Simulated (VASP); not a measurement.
**PbS (Galena): single point with PBE**

Crystal: PbS (Galena).

```
Pb S
1.0
     0.00000    2.96575    2.96575
     2.96575    0.00000    2.96575
     2.96575    2.96575    0.00000
Pb S
1 1
Direct
  0.98849 0.01386 0.99772
  0.49387 0.50530 0.49704
```

The cell isn't the ideal one: atoms moved at random, drawn with an rms of 0.05 Å.

```json
{
 "Program": "VASP 6.6.1",
 "Task": "single point",
 "Functional": "PBE",
 "Potentials or basis": "VASP PAW PBE potentials, release 64 (Pb_d, S)",
 "Cutoff": "520 eV",
 "k mesh": "8 × 8 × 8",
 "Occupations": "fermi-dirac, width 0.05 eV",
 "Spin": "no spin polarisation",
 "Further INCAR settings": "ALGO = Normal; EDIFF = 1e-07; NBANDS = 17"
}
```

```yaml
Pressure: 2.2 GPa
Largest_force: 0.017 eV/Å
Band_gap_on_the_k_mesh: 0.37 eV, direct
```

Forces in eV/Å, atoms in the order of the input:
```
Pb  -0.014  0.007 -0.005
S    0.014 -0.007  0.005
```

Levels at points of the mesh, in eV from the valence-band top:
```
           k point  band 7  band 8  band 9  band 10  band 11  band 12  band 13  band 14
(0.00, 0.00, 0.00)   -6.04   -2.18   -2.17    -2.17     5.20     5.21     5.21     6.73
(0.50, 0.00, 0.00)   -8.85   -1.79   -1.78    -0.01     0.37     1.96     1.97     8.66
(0.00, 0.50, 0.00)   -8.85   -1.79   -1.78    -0.01     0.38     1.96     1.97     8.66
(0.00, 0.00, 0.50)   -8.85   -1.79   -1.78     0.00     0.37     1.97     1.97     8.66
(0.50, 0.50, 0.50)   -8.85   -1.79   -1.78     0.00     0.37     1.97     1.97     8.66
(0.50, 0.50, 0.00)   -7.20   -5.20   -3.44    -3.44     3.85     5.58     5.69     5.69
(0.00, 0.50, 0.50)   -7.21   -5.19   -3.44    -3.44     3.86     5.58     5.69     5.69
(0.50, 0.00, 0.50)   -7.20   -5.20   -3.44    -3.44     3.85     5.58     5.69     5.69
```

Wall time 2.3 min on 1 thread of Intel(R) Xeon(R) Platinum 8488C (Sapphire Rapids), on a shared host, peak memory 0.34 GiB.

Caveat: spin-orbit coupling is left out, which as a rule narrows the gap of such compounds by several tenths of an eV. A k mesh can miss the band edges.
